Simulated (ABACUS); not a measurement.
# MgO (Fm-3m) in ABACUS: settings compared, part 2 of 2

ABACUS 3.10.1. Earlier steps stand in the parts before.

## 5. Equation of state, SOGGA, 8.67 Å³/atom (volume scaled by 0.94)

Input file run_abacus.py:

```python
"""ABACUS run from a structure file: ASE reads it, the script writes STRU, KPT and INPUT."""
import re
import subprocess
import spglib
from ase import Atoms
from ase.io import read
from ase.units import Bohr

atoms = read("MgO.cif")
cell, frac, numbers = spglib.standardize_cell((atoms.cell[:], atoms.get_scaled_positions(), atoms.numbers), to_primitive=True, symprec=1e-4)
atoms = Atoms(numbers=numbers, cell=cell, scaled_positions=frac, pbc=True)  # the primitive cell
atoms = atoms[(-atoms.numbers).argsort(kind="stable")]  # ABACUS lists atoms element by element
pseudo = {'Mg': 'Mg.upf', 'O': 'O.upf'}
orbital = {}
magmoms = None
kmesh = [9, 9, 9]
params = {
    'suffix': 'MgO',
    'calculation': 'scf',
    'basis_type': 'pw',
    'pseudo_dir': './',
    'symmetry': 1,
    'dft_functional': 'GGA_X_SOGGA+GGA_C_PBE',
    'ecutwfc': 84,
    'pseudo_rcut': 10,
    'nspin': 1,
    'nbands': 12,
    'ks_solver': 'dav',
    'smearing_method': 'fd',
    'smearing_sigma': 0.00367493,
    'scf_thr': 1e-08,
    'scf_nmax': 100,
    'mixing_type': 'broyden',
    'mixing_beta': 0.7,
    'cal_force': 1,
    'cal_stress': 1,
    'kpar': 4,
}

symbols = atoms.get_chemical_symbols()
elements = list(dict.fromkeys(symbols))
lines = ["ATOMIC_SPECIES"] + [f"{e} {atoms.get_masses()[symbols.index(e)]:.4f} {pseudo[e]}" for e in elements]
if orbital:
    lines += ["", "NUMERICAL_ORBITAL"] + [orbital[e] for e in elements]
lines += ["", "LATTICE_CONSTANT", f"{1 / Bohr:.10f}", "", "LATTICE_VECTORS"]
lines += [" ".join(f"{x:.10f}" for x in v) for v in atoms.cell]
lines += ["", "ATOMIC_POSITIONS", "Direct"]
for e in elements:
    lines += ["", e, "0.0", str(symbols.count(e))]
    for i, p in enumerate(atoms.get_scaled_positions(wrap=False)):
        if symbols[i] == e:
            mag = "" if magmoms is None else " mag " + " ".join(str(x) for x in (magmoms[i] if isinstance(magmoms[i], list) else [magmoms[i]]))
            lines.append(" ".join(f"{x:.10f}" for x in p) + " 1 1 1" + mag)
open("STRU", "w").write("\n".join(lines) + "\n")
open("KPT", "w").write("K_POINTS\n0\nGamma\n%d %d %d 0 0 0\n" % tuple(kmesh))
open("INPUT", "w").write("INPUT_PARAMETERS\n" + "".join(f"{k:<20s}{v}\n" for k, v in params.items()))

done = subprocess.run(['mpirun', '-np', '4', 'abacus'])
if done.returncode:
    raise SystemExit(done.returncode)
log = open("OUT.MgO/running_scf.log").read()
print("final energy (eV):", re.findall(r"FINAL_ETOT_IS (\S+)", log))
```

Input file MgO.cif:

```cif
data_MgO
_cell_length_a 4.10838687
_cell_length_b 4.10838687
_cell_length_c 4.10838687
_cell_angle_alpha 90.00000000
_cell_angle_beta 90.00000000
_cell_angle_gamma 90.00000000
_space_group_name_H-M_alt 'Fm-3m'
_space_group_name_Hall '-F 4 2 3'
_space_group_IT_number 225
loop_
_space_group_symop_operation_xyz
'x,y,z'
'-x,-y,-z'
'-y,x,z'
'y,-x,-z'
'-x,-y,z'
'x,y,-z'
'y,-x,z'
'-y,x,-z'
'x,-y,-z'
'-x,y,z'
'-y,-x,-z'
'y,x,z'
'-x,y,-z'
'x,-y,z'
'y,x,-z'
'-y,-x,z'
'z,x,y'
'-z,-x,-y'
'z,-y,x'
'-z,y,-x'
'z,-x,-y'
'-z,x,y'
'z,y,-x'
'-z,-y,x'
'-z,x,-y'
'z,-x,y'
'-z,-y,-x'
'z,y,x'
'-z,-x,y'
'z,x,-y'
'-z,y,x'
'z,-y,-x'
'y,z,x'
'-y,-z,-x'
'x,z,-y'
'-x,-z,y'
'-y,z,-x'
'y,-z,x'
'-x,z,y'
'x,-z,-y'
'-y,-z,x'
'y,z,-x'
'-x,-z,-y'
'x,z,y'
'y,-z,-x'
'-y,z,x'
'x,-z,y'
'-x,z,-y'
'x,y+1/2,z+1/2'
'-x,-y+1/2,-z+1/2'
'-y,x+1/2,z+1/2'
'y,-x+1/2,-z+1/2'
[... 63 lines left out ...]
'-z+1/2,y,-x+1/2'
'z+1/2,-x,-y+1/2'
'-z+1/2,x,y+1/2'
'z+1/2,y,-x+1/2'
'-z+1/2,-y,x+1/2'
'-z+1/2,x,-y+1/2'
'z+1/2,-x,y+1/2'
'-z+1/2,-y,-x+1/2'
'z+1/2,y,x+1/2'
'-z+1/2,-x,y+1/2'
'z+1/2,x,-y+1/2'
'-z+1/2,y,x+1/2'
'z+1/2,-y,-x+1/2'
'y+1/2,z,x+1/2'
'-y+1/2,-z,-x+1/2'
'x+1/2,z,-y+1/2'
'-x+1/2,-z,y+1/2'
'-y+1/2,z,-x+1/2'
'y+1/2,-z,x+1/2'
'-x+1/2,z,y+1/2'
'x+1/2,-z,-y+1/2'
'-y+1/2,-z,x+1/2'
'y+1/2,z,-x+1/2'
'-x+1/2,-z,-y+1/2'
'x+1/2,z,y+1/2'
'y+1/2,-z,-x+1/2'
'-y+1/2,z,x+1/2'
'x+1/2,-z,y+1/2'
'-x+1/2,z,-y+1/2'
'x+1/2,y+1/2,z'
'-x+1/2,-y+1/2,-z'
'-y+1/2,x+1/2,z'
'y+1/2,-x+1/2,-z'
'-x+1/2,-y+1/2,z'
'x+1/2,y+1/2,-z'
'y+1/2,-x+1/2,z'
'-y+1/2,x+1/2,-z'
'x+1/2,-y+1/2,-z'
'-x+1/2,y+1/2,z'
'-y+1/2,-x+1/2,-z'
'y+1/2,x+1/2,z'
'-x+1/2,y+1/2,-z'
'x+1/2,-y+1/2,z'
'y+1/2,x+1/2,-z'
'-y+1/2,-x+1/2,z'
'z+1/2,x+1/2,y'
'-z+1/2,-x+1/2,-y'
'z+1/2,-y+1/2,x'
'-z+1/2,y+1/2,-x'
'z+1/2,-x+1/2,-y'
'-z+1/2,x+1/2,y'
'z+1/2,y+1/2,-x'
'-z+1/2,-y+1/2,x'
'-z+1/2,x+1/2,-y'
'z+1/2,-x+1/2,y'
'-z+1/2,-y+1/2,-x'
'z+1/2,y+1/2,x'
'-z+1/2,-x+1/2,y'
'z+1/2,x+1/2,-y'
'-z+1/2,y+1/2,x'
'z+1/2,-y+1/2,-x'
'y+1/2,z+1/2,x'
'-y+1/2,-z+1/2,-x'
'x+1/2,z+1/2,-y'
'-x+1/2,-z+1/2,y'
'-y+1/2,z+1/2,-x'
'y+1/2,-z+1/2,x'
'-x+1/2,z+1/2,y'
'x+1/2,-z+1/2,-y'
'-y+1/2,-z+1/2,x'
'y+1/2,z+1/2,-x'
'-x+1/2,-z+1/2,-y'
'x+1/2,z+1/2,y'
'y+1/2,-z+1/2,-x'
'-y+1/2,z+1/2,x'
'x+1/2,-z+1/2,y'
'-x+1/2,z+1/2,-y'
loop_
_atom_site_label
_atom_site_type_symbol
_atom_site_symmetry_multiplicity
_atom_site_Wyckoff_symbol
_atom_site_fract_x
_atom_site_fract_y
_atom_site_fract_z
_atom_site_occupancy
Mg1 Mg 4 a 0.0000000000 0.0000000000 0.0000000000 1
O1 O 4 b 0.5000000000 0.0000000000 0.0000000000 1
```

Run with:

```sh
> OMP_NUM_THREADS=1 python run_abacus.py > log
```

Wall time 3.6 s (4 MPI ranks of Intel Xeon Platinum 8488C (Sapphire Rapids), shared host); peak memory 0.36 GiB.

Results (log left out):

```yaml
Free_energy: -2062.1618 eV
Pressure: 13.8 GPa
Band_gap_on_the_k_mesh: 5.28 eV, direct
```

Caveat: the potentials were made for another functional, which shifts forces and pressure.

## 6. Equation of state, SOGGA, 9.04 Å³/atom (volume scaled by 0.98)

run_abacus.py is that of step 5.

Changes to MgO.cif since step 5:

```diff
@@ -1,5 +1,5 @@
 data_MgO
-_cell_length_a 4.10838687
-_cell_length_b 4.10838687
-_cell_length_c 4.10838687
+_cell_length_a 4.16585427
+_cell_length_b 4.16585427
+_cell_length_c 4.16585427
 _cell_angle_alpha 90.00000000
```

Potentials or basis: PseudoDojo NC SR 0.4.1 PBE standard, plane waves.

Run with:

```sh
> OMP_NUM_THREADS=1 python run_abacus.py > log
```

It took 3.6 s on 4 MPI ranks of Intel Xeon Platinum 8488C (Sapphire Rapids), shared host; peak memory 0.36 GiB.

Results (log left out):

| Quantity | Value |
| --- | --- |
| Free energy | -2062.2062 eV |
| Pressure | 5.6 GPa |
| Band gap on the k mesh | 4.85 eV, direct |

Caveat: the potentials were made for another functional, which shifts forces and pressure.

## 7. Equation of state, SOGGA, 9.41 Å³/atom (volume scaled by 1.02)

run_abacus.py is that of step 6.

Changes to MgO.cif since step 6:

```diff
@@ -1,5 +1,5 @@
 data_MgO
-_cell_length_a 4.16585427
-_cell_length_b 4.16585427
-_cell_length_c 4.16585427
+_cell_length_a 4.22177845
+_cell_length_b 4.22177845
+_cell_length_c 4.22177845
 _cell_angle_alpha 90.00000000
```

Run with:

```sh
> OMP_NUM_THREADS=1 python run_abacus.py > log
```

It took 3.7 s on 4 MPI ranks of Intel Xeon Platinum 8488C (Sapphire Rapids), shared host; peak memory 0.36 GiB.

It converged, with:

```
Free energy            : -2062.2165 eV
Pressure               : -1.1 GPa
Band gap on the k mesh : 4.46 eV, direct
```

Caveat: the potentials were made for another functional, which shifts forces and pressure.

## 8. Equation of state, SOGGA, 9.77 Å³/atom (volume scaled by 1.06)

run_abacus.py is that of step 7.

Changes to MgO.cif since step 7:

```diff
@@ -1,5 +1,5 @@
 data_MgO
-_cell_length_a 4.22177845
-_cell_length_b 4.22177845
-_cell_length_c 4.22177845
+_cell_length_a 4.27625902
+_cell_length_b 4.27625902
+_cell_length_c 4.27625902
 _cell_angle_alpha 90.00000000
```

Run with:

```sh
> OMP_NUM_THREADS=1 python run_abacus.py > log
```

It took 3.7 s on 4 MPI ranks of Intel Xeon Platinum 8488C (Sapphire Rapids), shared host; peak memory 0.36 GiB.

Results (log left out):

- Free energy: -2062.1989 eV
- Pressure: -6.5 GPa
- Band gap on the k mesh: 4.10 eV, direct

Caveat: the potentials were made for another functional, which shifts forces and pressure.

## 9. Equation of state, SOGGA

Potentials or basis: PseudoDojo NC SR 0.4.1 PBE standard, plane waves.

No new run: the results of the series are fitted here.

What came out:

```yaml
Equilibrium_volume: 9.35 Å³/atom
Bulk_modulus: 158 GPa
Pressure_derivative_of_the_bulk_modulus: "4.1 (rough: it moves with the points fitted)"
```

Energy against volume, from the lowest point:
```
volume (Å³/atom)  energy (meV/atom)
           8.668              27.32
           9.037               5.15
           9.406               0.00
           9.775               8.76
```

Caveat: the potentials were made for another functional, which shifts forces and pressure.

## 10. Comparison with measurements

Step 2. A measured gap of MgO is 7.83 eV (quoted in “Electronic structure of alkaline earth and post-transition metal oxides”, 2009, arxiv:0908.1581); the calculated 5.64 eV misses it by -2.19 eV. The value is that of rSCAN, without temperature or zero-point motion. The cell is a database's relaxed one, not the measured one, which moves gaps too.

Step 3. Against the measured gap of MgO, 7.83 eV (quoted in “Electronic structure of alkaline earth and post-transition metal oxides”, 2009, arxiv:0908.1581), the calculated 5.58 eV is off by -2.25 eV. The value is that of M06-L, without temperature or zero-point motion. The cell is a database's relaxed one, not the measured one, which moves gaps too.

Step 4. Measured gap of MgO: 7.83 eV (quoted in “Electronic structure of alkaline earth and post-transition metal oxides”, 2009, arxiv:0908.1581). This calculation gives 4.65 eV (-3.18 eV). The value is that of SOGGA, without temperature or zero-point motion. The cell is a database's relaxed one, not the measured one, which moves gaps too.
